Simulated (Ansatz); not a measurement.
MoS2, 3 atoms in the cell. The structure is trigonal, space group R-3m (No. 166). The conventional cell has a = 3.171 Å, b = 3.171 Å, c = 18.345 Å, α = 90.00°, β = 90.00°, γ = 120.00°. Mo (site symmetry -3m) is surrounded by 6 S at 2.39 Å. Around S (site symmetry 3m) lie 3 Mo at 2.39 Å. Measurements of this composition are mostly on another form, of space group No. 194.

```yaml
Program: Ansatz 0.2.0
Task: relaxation of cell and atoms
Functional: PBEsol
Potentials_or_basis: Ansatz PAW
Cutoff: "420 eV (not typed: the program's choice for these potentials)"
k_mesh: 10 × 10 × 10
Occupations: fermi-dirac, width 0.05 eV
Spin: no spin polarisation
Hubbard_terms: Mo d U = 5 eV
Hubbard_projectors: ortho-atomic (the default)
Double_counting: fll (the default)
```

Potentials or basis: Ansatz PAW.

Run with:

```bash
$ ansatz run input.yaml --threads 2 --pin off --max-ram 5632MiB --backend cpu --events-out ev --progress --plain --runs-dir out
```

Hardware: 2 threads of Intel(R) Xeon(R) Processor @ 2.50GHz (Skylake/Cascade Lake), on a shared host.

Question: Estimate the wall time of this run.

Answer: It took 53 s on 2 threads of Intel(R) Xeon(R) Processor @ 2.50GHz (Skylake/Cascade Lake) (shared host), peak memory 0.5 GiB. Counts: scf iterations 39, plane waves 987, k points 116, bands 17, ion steps 6.
